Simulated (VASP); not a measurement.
Here is a VASP 6.6.1 calculation.

INCAR

```
SYSTEM = AlP
PREC     = Accurate       ! precision mode
ENCUT    = 520            ! plane-wave cutoff, eV
EDIFF    = 1E-7           ! SCF threshold, eV
ISMEAR   = 0              ! smearing method
SIGMA    = 0.02           ! smearing width, eV
LREAL    = .FALSE.        ! projectors in reciprocal space
LASPH    = .TRUE.         ! aspherical terms in the spheres
NELM     = 100            ! most SCF steps
ALGO     = Normal         ! electronic algorithm
ISIF     = 2              ! what is computed and relaxed
LWAVE    = .FALSE.        ! write WAVECAR
LCHARG   = .FALSE.        ! write CHGCAR
NBANDS   = 11             ! bands
```

Contents of KPOINTS:

```
regular mesh
0
G
  8 8 8
  0 0 0
```

Contents of POSCAR:

```
AlP
1.0
    0.0000000000      2.7169780668      2.7169780668
    2.7169780668      0.0000000000      2.7169780668
    2.7169780668      2.7169780668      0.0000000000
Al P
1 1
Direct
    0.0000000000      0.0000000000      0.0000000000
    0.7500000000      0.7500000000      0.7500000000
```

Potentials or basis: VASP PAW LDA potentials, release 64 (Al, P).

Launch:

```bash
$ cat potpaw_LDA.64/Al/POTCAR potpaw_LDA.64/P/POTCAR > POTCAR
$ mpirun -np 1 vasp_std > vasp.out
```

Question: Estimate the band gap on the k mesh.

Answer: 1.41 eV, indirect (least direct gap 3.24 eV).

Question: Estimate the pressure.

Answer: 0.0 GPa.

**Measured values to compare with.**

A printed reference work, data compilation reports, for a bulk crystal of AlP at 4.2 K: band gap 2.505 eV (indirect).

Against the measured gap of AlP, 2.505 eV (indirect; 4.2 K; a printed reference work, data compilation), the calculated 1.41 eV is off by -1.09 eV. The value is that of LDA on a finite k mesh, which can miss the band edges, without temperature or zero-point motion. Semilocal functionals fall short of measured gaps as a rule.
